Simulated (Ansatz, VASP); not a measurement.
## Two plane-wave programs on ZrC

```
CELL_PARAMETERS angstrom
0.00000 2.26654 2.42911
2.26654 0.00000 2.42911
2.26654 2.26654 0.00000
ATOMIC_POSITIONS crystal
Zr 0.50000 0.50000 0.50000
C 0.00000 0.00000 0.00000
```

Change from the starting cell: mode 4 frozen in at +0.000 Å, strain +e along z and -e/2 along x and y +0.0467.

Alike in both runs: task single point; functional LDA; k mesh 16 × 16 × 16; occupations gaussian, width 0.15 eV; no spin polarisation.

```csv
,VASP,Ansatz
version,VASP 6.6.1,Ansatz 0.2.0
potentials or method,"VASP PAW LDA potentials, release 64 (Zr_sv, C)","scalar-relativistic, plane waves, PAW"
plane-wave cutoff (eV),520,520
valence electrons in the cell,16,16
```

|  | VASP | Ansatz | Ansatz less VASP |
| --- | --- | --- | --- |
| gap on the k mesh at the Fermi level (eV) | none | none | - |
| pressure (GPa) | 3.2 | 2.6 | -0.63 |
| largest component of the traceless stress (GPa) | 18.01 | 17.83 | -0.178 |

A gap of «none» marks a metal or a gap that the smearing closes.
